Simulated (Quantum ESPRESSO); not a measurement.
The system is CaF2 (Fluorite).

```
Ca F
1.0
     0.00000    2.73100    2.73100
     2.73100    0.00000    2.73100
     2.73100    2.73100    0.00000
Ca F
1 2
Cartesian
  0.0000 0.0000 0.0000
  4.0965 4.0965 4.0965
  1.3655 1.3655 1.3655
```

Base run:

* Program: Quantum ESPRESSO 7.5
* Functional: LDA
* Potentials or basis: GBRV 1.5 LDA
* Cutoff: 612 eV
* Density cutoff: 4898 eV
* k mesh: 8 × 8 × 8
* Occupations: fermi-dirac, width 0.05 eV
* Spin: no spin polarisation

Its results: band gap on the k mesh 6.90 eV, indirect (least direct gap 7.16 eV); pressure -6.5 GPa.

**Question.** The run is repeated on the same cell with these changes: functional from LDA to PBEsol; potentials or basis from GBRV 1.5 LDA to GBRV 1.5 PBEsol. What comes out?

**Answer.** Band gap on the k mesh 7.10 eV, indirect (least direct gap 7.36 eV); pressure -1.9 GPa.
